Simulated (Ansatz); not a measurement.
We consider tetradymite Sb2Te3, described by r²SCAN-D4 (Ansatz, a program for electronic structure, plane waves, PAW).

Numerical settings: plane-wave cutoff 560 eV, 10×10×10 k mesh, Fermi–Dirac smearing 0.01 eV, scalar-relativistic PAW data made under PBE.

Energies at three volumes about the minimum:

```json
[
 {"V (Å³/atom)": "32.393", "E − E_lowest (meV/atom)": "1.18"},
 {"V (Å³/atom)": "33.054", "E − E_lowest (meV/atom)": "0.00"},
 {"V (Å³/atom)": "33.715", "E − E_lowest (meV/atom)": "0.98"}
]
```

### Question
Fit a parabola by hand: where is the minimum, and what is the bulk modulus?

### Answer
Slopes: (0.00 − 1.18)/(33.054 − 32.393) = -1.785 and (0.98 − 0.00)/(33.715 − 33.054) = 1.483 meV/Å³. Curvature E″ = 2 × (1.483 − (-1.785))/(33.715 − 32.393) = 4.944 meV/Å⁶. From the middle of the first interval, the slope vanishes at V0 = 32.7235 − (-1.785)/4.944 = 33.085 Å³/atom. B = V0 E″ = 33.085 × 4.944 meV/Å³ × 0.1602 GPa per meV/Å³ = 26.2 GPa. The full Birch–Murnaghan fit to all volumes gives V0 = 33.056 Å³/atom and B0 = 26.0 GPa.

Shape and atoms are relaxed at each volume.

Measured, for comparison: bulk modulus 36.1 ± 0.9 GPa (temperature not stated, no zero-point or thermal correction; as tabulated in Sans et al. (2019), arXiv:1907.08317). Computed (rounded) less measured: bulk modulus -28 %.

Note: the bulk modulus comes from volumes at which shape and atoms were relaxed.
